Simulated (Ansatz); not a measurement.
Two G0W0 runs on SiC (P6_3mc).

It takes space group P6_3mc (No. 186, hexagonal). The conventional cell has a = 3.074 Å, b = 3.074 Å, c = 5.045 Å, α = 90.00°, β = 90.00°, γ = 120.00°. Nearest to Si lie 4 C at 1.88 to 1.90 Å. C has 4 Si at 1.88 to 1.90 Å nearest. Farther neighbours are not listed.

```cif
data_structure
_symmetry_space_group_name_H-M 'P 1'
_symmetry_Int_Tables_number 1
_cell_length_a 3.0735
_cell_length_b 3.0735
_cell_length_c 5.0452
_cell_angle_alpha 90.000
_cell_angle_beta 90.000
_cell_angle_gamma 120.000
_cell_volume 41.27
loop_
_atom_site_label
_atom_site_type_symbol
_atom_site_fract_x
_atom_site_fract_y
_atom_site_fract_z
_atom_site_occupancy
Si1 Si 0.33333 0.66667 0.49960 1
Si2 Si 0.66667 0.33333 0.99960 1
C3 C 0.33333 0.66667 0.87540 1
C4 C 0.66667 0.33333 0.37540 1
```

The cell and positions are those that the Materials Project relaxed with its own functionals (PBE, PBE+U or r2SCAN), kept fixed.

The first (Ansatz 0.2.0; start PBE, 6×6×2 mesh, 123 empty bands, screening to 120 eV, PAW set soft_1 files; 1 × NVIDIA H100 80GB HBM3 (shared by 6 runs) with 3 threads of AMD EPYC 7R13 (Zen 3), shared host) gave, on its mesh: starting gap 2.27 eV, G0W0 gap 3.00 eV, RPA ε∞ (mean) 6.83, 12 s.

**Question.** The second changes start from PBE to r2SCAN and mesh from 6×6×2 to 6×6×4. What does it give?

It gave: starting gap 2.64 eV, G0W0 gap 3.16 eV, RPA ε∞ (mean) 6.23, 21 s. The G0W0 gap moves by +0.16 eV, +0.38 eV from the start and −0.22 eV from the correction. Σc changes by −0.02 eV at the valence top and +0.16 eV at the conduction bottom, and Σx − Vxc between them by −0.39 eV.

Limits: not at the basis limit; coarse k mesh.

[Paths, hosts, dates, memory and timing lines, banners, echoed tables and standing remarks are left out of the program output.]

[Logs are printed without paths, hosts, clocks, repeated set-up lines and the standing remarks that a program may print on its own settings, such as how far it seeks lower states.]

[Runs of the session that timed out or met a known fault of the program may be left out.]

[Cells called generated may have been cut or substituted from an entry of the Crystallography Open Database or the Materials Project.]

[Hosts, paths, dates, database ids (printed as entryN), source tags and the programs' standing remarks are cut or masked in the printed files.]
